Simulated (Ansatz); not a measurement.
Take a crystal in which Tl has been replaced by B on all its sites, with the cell rescaled by a rough guess (in some cases also distorted within its space group) and nothing relaxed:

```
Ca B
1.0
     7.11421    0.00000    0.00000
    -3.55711    6.16109    0.00000
     0.00000    0.00000    5.37117
Ca B
6 2
Direct
  0.17633 0.35265 0.25000
  0.64735 0.82367 0.25000
  0.17633 0.82367 0.25000
  0.82367 0.64735 0.75000
  0.35265 0.17633 0.75000
  0.82367 0.17633 0.75000
  0.33333 0.66667 0.75000
  0.66667 0.33333 0.25000
```

Theory: DFT PBEsol, scalar-relativistic, plane waves, PAW (Ansatz 0.2.0).

Settings: cutoff 420 eV, Γ-centred mesh 6×6×8 on the computed 8-atom cell, Gaussian smearing of 0.10 eV; no spin polarisation.

Q: What pressure does the cell carry?

A: The pressure is -4.4 GPa (positive in compression), so the cell would contract.

Q: Is it a metal on this mesh?

A: Yes, a band crosses the Fermi level.

Q: What is its energy against the elements in their standard states?

A: +0.651 eV/atom at this unrelaxed geometry, with the elements in the same functional.